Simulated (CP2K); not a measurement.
# TaN (P1) in CP2K: settings compared, part 2 of 2

CP2K 2026.2. Earlier steps stand in the parts before.

## 3. Band structure, PBEsol

tan_bands.inp

```
&GLOBAL
  PROJECT tan_bands
  RUN_TYPE ENERGY_FORCE
  PRINT_LEVEL LOW
&END GLOBAL
&FORCE_EVAL
  METHOD QS
  STRESS_TENSOR ANALYTICAL
  &DFT
    BASIS_SET_FILE_NAME BASIS_MOLOPT_UZH
    POTENTIAL_FILE_NAME POTENTIAL_UZH
    &MGRID
      CUTOFF 675
      REL_CUTOFF 60
      NGRIDS 4
    &END MGRID
    &QS
      METHOD GPW
      EPS_DEFAULT 1.0E-9
    &END QS
    &KPOINTS
      SCHEME MONKHORST-PACK 6 6 9
      GAMMA_CENTERED T
      SYMMETRY T
      SYMMETRY_BACKEND SPGLIB
    &END KPOINTS
    &SCF
      SCF_GUESS ATOMIC
      EPS_SCF 1.0E-6
      MAX_SCF 100
      ADDED_MOS 27
      CHOLESKY OFF
      EPS_EIGVAL 1.0E-7
      &DIAGONALIZATION ON
        ALGORITHM STANDARD
      &END DIAGONALIZATION
      &MIXING ON
        METHOD BROYDEN_MIXING
        ALPHA 0.4
        BETA 1.5
        NBUFFER 8
      &END MIXING
      &SMEAR ON
        METHOD FERMI_DIRAC
        ELECTRONIC_TEMPERATURE 580.23
      &END SMEAR
    &END SCF
    &XC
      &XC_FUNCTIONAL
        &GGA_X_PBE_SOL
        &END GGA_X_PBE_SOL
        &GGA_C_PBE_SOL
        &END GGA_C_PBE_SOL
      &END XC_FUNCTIONAL
    &END XC
    &PRINT
      &KPOINTS ON
      &END KPOINTS
      &MULLIKEN ON
      &END MULLIKEN
      &MO ON
        ENERGIES T
        OCCUPATION_NUMBERS T
        &EACH
          QS_SCF 0
        &END EACH
        ADD_LAST NUMERIC
      &END MO
      &BAND_STRUCTURE
        FILE_NAME bands.bs
        ADDED_MOS 6
        &KPOINT_SET
          UNITS B_VECTOR
          NPOINTS 8
          SPECIAL_POINT X 0.00000000 0.00000000 -0.50000000
          SPECIAL_POINT GAMMA 0.00000000 0.00000000 0.00000000
          SPECIAL_POINT Y 0.50000000 0.00000000 0.00000000
        &END KPOINT_SET
        &KPOINT_SET
          UNITS B_VECTOR
          NPOINTS 8
          SPECIAL_POINT L 0.50000000 0.00000000 -0.50000000
          SPECIAL_POINT GAMMA 0.00000000 0.00000000 0.00000000
          SPECIAL_POINT Z 0.00000000 -0.50000000 0.00000000
        &END KPOINT_SET
        &KPOINT_SET
          UNITS B_VECTOR
          NPOINTS 8
          SPECIAL_POINT N 0.00000000 -0.50000000 -0.50000000
          SPECIAL_POINT GAMMA 0.00000000 0.00000000 0.00000000
          SPECIAL_POINT M 0.50000000 -0.50000000 0.00000000
        &END KPOINT_SET
        &KPOINT_SET
          UNITS B_VECTOR
          NPOINTS 8
          SPECIAL_POINT R 0.50000000 -0.50000000 -0.50000000
          SPECIAL_POINT GAMMA 0.00000000 0.00000000 0.00000000
        &END KPOINT_SET
      &END BAND_STRUCTURE
    &END PRINT
  &END DFT
  &SUBSYS
    &CELL
      A 5.5103380207 0.0000000000 0.0000000000
      B -2.5302345556 4.3142058802 0.0000000000
      C -0.6635933343 0.4645311067 2.7961087389
      PERIODIC XYZ
    &END CELL
    &COORD
      SCALED
      Ta  0.3341943600 0.6667031300 0.4993389800
      Ta  0.6662794900 0.3338462500 0.5021276400
      Ta  0.9970789400 0.9964812000 0.9991599900
      N   0.3906116900 0.9996569200 0.9968043700
      N   0.6095471400 0.6077258100 0.9983751800
      N   0.0022883800 0.3955867000 0.0041938400
    &END COORD
    &KIND Ta
      BASIS_SET DZVP-MOLOPT-PBE-GTH-q13
      POTENTIAL GTH-PBE-q13
    &END KIND
    &KIND N
      BASIS_SET DZVP-MOLOPT-PBE-GTH-q5
      POTENTIAL GTH-PBE-q5
    &END KIND
    &PRINT
      &ATOMIC_COORDINATES ON
      &END ATOMIC_COORDINATES
      &CELL ON
      &END CELL
    &END PRINT
  &END SUBSYS
  &PRINT
    &FORCES ON
    &END FORCES
    &STRESS_TENSOR ON
    &END STRESS_TENSOR
  &END PRINT
&END FORCE_EVAL
```

Potentials or basis: POTENTIAL_UZH Ta GTH-PBE-q13, N GTH-PBE-q5; DZVP-MOLOPT-PBE-GTH basis.

Launch:

```
OMP_NUM_THREADS=1 cp2k.psmp -i tan_bands.inp -o tan_bands.out
```

tan_bands.out:

```text

 CP2K| version string:                                       CP2K version 2026.2
 CP2K| Input file name                                             tan_bands.inp

 GLOBAL| Force Environment number                                              1
 GLOBAL| Basis set file name                                    BASIS_MOLOPT_UZH
 GLOBAL| Potential file name                                       POTENTIAL_UZH
 GLOBAL| MM Potential file name                                     MM_POTENTIAL
 GLOBAL| Coordinate file name                                      __STD_INPUT__
 GLOBAL| Method name                                                        CP2K
 GLOBAL| Project name                                                  tan_bands
 GLOBAL| Run type                                                   ENERGY_FORCE
 GLOBAL| FFT library                                                       FFTW3
[... 8 lines left out ...]
 GLOBAL| CPU model name                                                  UNKNOWN

 CELL| Volume [angstrom^3]:                                            66.471146
 CELL| Vector a [angstrom]:       5.510     0.000     0.000   |a| =     5.510338
 CELL| Vector b [angstrom]:      -2.530     4.314     0.000   |b| =     5.001446
 CELL| Vector c [angstrom]:      -0.664     0.465     2.796   |c| =     2.911077
 CELL| Angle (b,c), alpha [degree]:                                    75.346713
 CELL| Angle (a,c), beta  [degree]:                                   103.176679
 CELL| Angle (a,b), gamma [degree]:                                   120.391157
 CELL| Numerically orthorhombic:                                              NO
 CELL| Periodicity                                                           XYZ

 CELL_REF| Volume [angstrom^3]:                                        66.471146
 CELL_REF| Vector a [angstrom     5.510     0.000     0.000   |a| =     5.510338
 CELL_REF| Vector b [angstrom    -2.530     4.314     0.000   |b| =     5.001446
 CELL_REF| Vector c [angstrom    -0.664     0.465     2.796   |c| =     2.911077
 CELL_REF| Angle (b,c), alpha [degree]:                                75.346713
 CELL_REF| Angle (a,c), beta  [degree]:                               103.176679
 CELL_REF| Angle (a,b), gamma [degree]:                               120.391157
 CELL_REF| Numerically orthorhombic:                                          NO
 CELL_REF| Periodicity                                                       XYZ
[... 10 lines left out ...]

  Total number of            - Atomic kinds:                                   2
                             - Atoms:                                          6
                             - Shell sets:                                     6
                             - Shells:                                        39
                             - Primitive Cartesian functions:                 33
                             - Cartesian basis functions:                    135
                             - Spherical basis functions:                    117

  Maximum angular momentum of- Orbital basis functions:                        3
                             - Local part of the GTH pseudopotential:          2
                             - Non-local part of the GTH pseudopotential:      4

 MODULE QUICKSTEP: ATOMIC COORDINATES IN ANGSTROM

   Atom Kind Element         X             Y             Z       Z(eff)     Mass
      1    1 Ta   73     -0.176749      3.108253      1.396206  13.0000 180.9479
      2    1 Ta   73      2.493507      1.673535      1.404003  13.0000 180.9479
      3    1 Ta   73      2.309875      4.763166      2.793760  13.0000 180.9479
      4    2 N     7     -1.038437      4.775772      2.787173   5.0000  14.0067
      5    2 N     7      1.158607      3.085631      2.791566   5.0000  14.0067
      6    2 N     7     -0.991100      1.708591      0.011726   5.0000  14.0067

 SCF PARAMETERS         Density guess:                                    ATOMIC
                        --------------------------------------------------------
                        max_scf:                                             100
[... 104 lines left out ...]
    15 Broy./Diag. 0.40E+00    8.4     0.00000040      -204.2273418898 -1.62E-06

  *** SCF run converged in    15 steps ***

  Electronic density on regular grids:        -53.9999999866        0.0000000134
  Core density on regular grids:               53.9999999547       -0.0000000453
  Total charge density on r-space grids:       -0.0000000319
  Total charge density g-space grids:          -0.0000000319

  Overlap energy of the core charge distribution:               0.00000084443630
  Self energy of the core charge distribution:               -334.45194441678927
  Core Hamiltonian energy:                                     78.45149186788819
  Hartree energy:                                              80.00680231332669
  Exchange-correlation energy:                                -28.23315041337909
  Electronic entropic energy:                                  -0.00054208573810
  Fermi energy:                                                 0.54790123894558

  Total energy:                                              -204.22734188981283
  Total energy (extrapolated to T->0):                       -204.22707084694377

 MO| EIGENVALUES AND OCCUPATION NUMBERS FOR K POINT 1
 MO|
 MO|  Index      Eigenvalue [a.u.]        Eigenvalue [eV]             Occupation
 MO|      1              -1.963077             -53.418045               2.000000
 MO|      2              -1.962163             -53.393175               2.000000
 MO|      3              -1.946686             -52.972030               2.000000
 MO|      4              -0.776215             -21.121874               2.000000
 MO|      5              -0.775585             -21.104733               2.000000
 MO|      6              -0.762508             -20.748896               2.000000
[... 826 lines left out ...]
 MO|     53               1.316229              35.816422               0.000000
 MO|     54               1.345634              36.616573               0.000000
 MO| Sum:                                                              54.155783
 MO| E(Fermi):            0.547901 a.u.         14.909151 eV

 [... the levels of further k-points ...]

 !-----------------------------------------------------------------------------!
                     Mulliken Population Analysis

 #  Atom  Element  Kind  Atomic population                           Net charge
       1     Ta       1         12.678555                              0.321445
       2     Ta       1         12.683711                              0.316289
       3     Ta       1         12.602718                              0.397282
       4     N        2          5.369019                             -0.369019
       5     N        2          5.250987                             -0.250987
       6     N        2          5.415010                             -0.415010
 # Total charge                             54.000000                  0.000000

 !-----------------------------------------------------------------------------!

 KPOINTS| Band Structure Calculation
 KPOINTS| Number of k-point sets                                               4
 KPOINTS| Number of added MOs/bands                                            6
 KPOINTS| Number of k-points in set    1                                      17
 KPOINTS| In units of b-vector [2pi/Bohr]
 KPOINTS| Special point     1           X     0.000000     0.000000    -0.500000
 KPOINTS| Special point     2       GAMMA     0.000000     0.000000     0.000000
 KPOINTS| Special point     3           Y     0.500000     0.000000     0.000000
 KPOINTS| Number of k-points in set    2                                      17
 KPOINTS| In units of b-vector [2pi/Bohr]
 KPOINTS| Special point     1           L     0.500000     0.000000    -0.500000
 KPOINTS| Special point     2       GAMMA     0.000000     0.000000     0.000000
 KPOINTS| Special point     3           Z     0.000000    -0.500000     0.000000
 KPOINTS| Number of k-points in set    3                                      17
 KPOINTS| In units of b-vector [2pi/Bohr]
 KPOINTS| Special point     1           N     0.000000    -0.500000    -0.500000
 KPOINTS| Special point     2       GAMMA     0.000000     0.000000     0.000000
 KPOINTS| Special point     3           M     0.500000    -0.500000     0.000000
 KPOINTS| Number of k-points in set    4                                       9
 KPOINTS| In units of b-vector [2pi/Bohr]
 KPOINTS| Special point     1           R     0.500000    -0.500000    -0.500000
 KPOINTS| Special point     2       GAMMA     0.000000     0.000000     0.000000

 ENERGY| Total FORCE_EVAL ( QS ) energy [hartree]           -204.227342289787600

 FORCES| Atomic forces [hartree/bohr]
 FORCES|   Atom     x               y               z               |f|
 FORCES|      1 -3.33940382E-02 -4.90624702E-02  3.48126040E-02   6.88055606E-02
 FORCES|      2  2.12940877E-02 -4.30341835E-02  5.69380249E-02   7.44803182E-02
 FORCES|      3  1.90860115E-02 -1.21962401E-02  9.09794693E-04   2.26683002E-02
 FORCES|      4 -1.20842801E-02  4.45690477E-02 -5.35512712E-02   7.07118694E-02
 FORCES|      5 -2.64668140E-03  4.29196708E-02 -4.82545204E-02   6.46343701E-02
 FORCES|      6  7.70275043E-03  1.68477167E-02  9.21278042E-03   2.06894477E-02
 FORCES| Sum    -4.21499690E-05  4.35414160E-05  6.74125032E-05
 FORCES| Total atomic force                                       9.06472304E-05

 STRESS| Analytical stress tensor [bar]
 STRESS|                        x                   y                   z
 STRESS|      x       -1.21069618580E+04  -1.06410741855E+05   3.65578271111E+05
 STRESS|      y       -1.06410741855E+05   2.83610559752E+05  -3.92437197307E+05
 STRESS|      z        3.65578271111E+05  -3.92437197307E+05   4.81922271342E+05
 STRESS| 1/3 Trace                                             2.51141956412E+05
 STRESS| Determinant                                          -1.26182048682E+16

 STRESS| Eigenvectors and eigenvalues of the analytical stress tensor [bar]
 STRESS|                        1                   2                   3
 STRESS| Eigenvalues  -2.30166337876E+05   5.93133929478E+04   9.24278814164E+05
 STRESS|      x           0.796188989896      0.486311649950      0.359977876391
 STRESS|      y          -0.254409771136      0.808888617729     -0.530070629690
 STRESS|      z          -0.548961529361      0.330454510080      0.767750647053
```

Wall time 2.5 min (1 thread of Arm Neoverse V2, shared host); peak memory 0.68 GiB.

Results:

* Free energy: -5557.3086 eV
* Pressure: 25.1 GPa
* Largest force: 3.830 eV/Å
* Band gap on the k mesh: none (metal or under the smearing width)
* Mulliken charges: Ta +0.32, +0.40; N -0.37, -0.25, -0.42 e

Forces on the atoms (eV/Å):
```
Ta  -1.717 -2.523  1.790
Ta   1.095 -2.213  2.928
Ta   0.981 -0.627  0.047
N   -0.621  2.292 -2.754
N   -0.136  2.207 -2.481
N    0.396  0.866  0.474
```

Levels at the corners of the path, in eV from the Fermi level:
```tsv
point	band 24	band 25	band 26	band 27	band 28	band 29	band 30	band 31
X	-4.29	-2.51	-1.97	0.86	1.36	1.99	2.25	3.01
Γ	-3.65	-3.41	-1.80	-0.79	-0.36	0.31	0.39	1.61
Y	-3.61	-3.17	-2.22	-1.43	0.43	0.60	1.30	2.06
L	-4.06	-2.82	-0.93	-0.15	0.44	1.33	2.71	3.78
Γ	-3.65	-3.41	-1.80	-0.79	-0.36	0.31	0.39	1.61
Z	-4.01	-2.60	-2.01	-1.78	0.33	0.97	1.48	1.76
N	-4.30	-2.59	-0.97	-0.22	0.28	1.27	3.27	3.79
Γ	-3.65	-3.41	-1.80	-0.79	-0.36	0.31	0.39	1.61
M	-3.89	-2.52	-2.17	-1.79	0.13	0.59	1.22	2.39
R	-4.22	-2.14	-1.13	-0.66	0.92	1.47	2.61	3.52
Γ	-3.65	-3.41	-1.80	-0.79	-0.36	0.31	0.39	1.61
```

Caveat: Mulliken charges move with the basis; the potentials were made for another functional, which shifts forces and pressure; spin-orbit coupling is left out, which moves the levels of the heavy elements; the basis of atomic orbitals isn't converged, which shifts pressures, moduli and gaps.

## 4. Band structure, TPSS

Changes to tan_bands.inp since step 3:

```diff
@@ -49,6 +49,6 @@
       &XC_FUNCTIONAL
-        &GGA_X_PBE_SOL
-        &END GGA_X_PBE_SOL
-        &GGA_C_PBE_SOL
-        &END GGA_C_PBE_SOL
+        &MGGA_X_TPSS
+        &END MGGA_X_TPSS
+        &MGGA_C_TPSS
+        &END MGGA_C_TPSS
       &END XC_FUNCTIONAL
```

Launch:

```
OMP_NUM_THREADS=1 cp2k.psmp -i tan_bands.inp -o tan_bands.out
```

Run time: 5.6 min. Hardware: 1 thread of Arm Neoverse V2, shared host; peak memory 0.68 GiB.

The run converged. Its results:

```yaml
Free_energy: -5563.5312 eV
Pressure: 32.3 GPa
Largest_force: 3.950 eV/Å
Band_gap_on_the_k_mesh: none (metal or under the smearing width)
Mulliken_charges: Ta +0.34, +0.38; N -0.38, -0.25, -0.42 e
```

Forces in eV/Å, atoms in the order of the input:
```
Ta  -1.743 -2.638  1.847
Ta   1.190 -2.289  2.991
Ta   1.094 -0.650  0.038
N   -0.569  2.347 -2.960
N   -0.241  2.212 -2.537
N    0.260  1.020  0.621
```

Stress tensor (GPa, compression positive):
```
  4.52 -10.59  38.49
-10.59  35.42 -40.72
 38.49 -40.72  56.82
```

Levels at the corners of the path, in eV from the Fermi level:
```
point  band 25  band 26  band 27  band 28  band 29  band 30
    X    -2.55    -2.02     0.85     1.35     1.99     2.27
    Γ    -3.49    -1.79    -0.80    -0.37     0.36     0.43
    Y    -3.22    -2.25    -1.44     0.47     0.62     1.36
    L    -2.86    -0.97    -0.18     0.46     1.34     2.76
    Γ    -3.49    -1.79    -0.80    -0.37     0.36     0.43
    Z    -2.65    -2.04    -1.81     0.36     0.98     1.53
    N    -2.62    -1.02    -0.24     0.28     1.30     3.27
    Γ    -3.49    -1.79    -0.80    -0.37     0.36     0.43
    M    -2.55    -2.18    -1.84     0.17     0.61     1.23
    R    -2.16    -1.19    -0.68     0.95     1.47     2.65
    Γ    -3.49    -1.79    -0.80    -0.37     0.36     0.43
```

Caveat: Mulliken charges move with the basis; the potentials were made for another functional, which shifts forces and pressure; a pressure of tens of GPa on the cell as given is suspect, and the run, the potentials or the cell itself is likely at fault; spin-orbit coupling is left out, which moves the levels of the heavy elements; the basis of atomic orbitals isn't converged, which shifts pressures, moduli and gaps.

## 5. Overview

| level | gap on the mesh (eV) | pressure (GPa) | largest force (eV/Å) |
| --- | --- | --- | --- |
| LDA | none | 22.0 | 3.84 |
| PBEsol | none | 25.1 | 3.83 |
| TPSS | none | 32.3 | 3.95 |

Alike in all rows: task band structure; potentials or basis POTENTIAL_UZH Ta GTH-PBE-q13, N GTH-PBE-q5; DZVP-MOLOPT-PBE-GTH basis; no spin polarisation; cell as given; k mesh 6 × 6 × 9; smearing fermi-dirac 0.05 eV.

Caveats: the potentials were made for another functional, which shifts forces and pressure; spin-orbit coupling is left out, which moves the levels of the heavy elements; the basis of atomic orbitals isn't converged, which shifts pressures, moduli and gaps; a pressure of tens of GPa on the cell as given is suspect, and the run, the potentials or the cell itself is likely at fault (some runs).

Absolute energies hang on the potentials; compare differences alone.
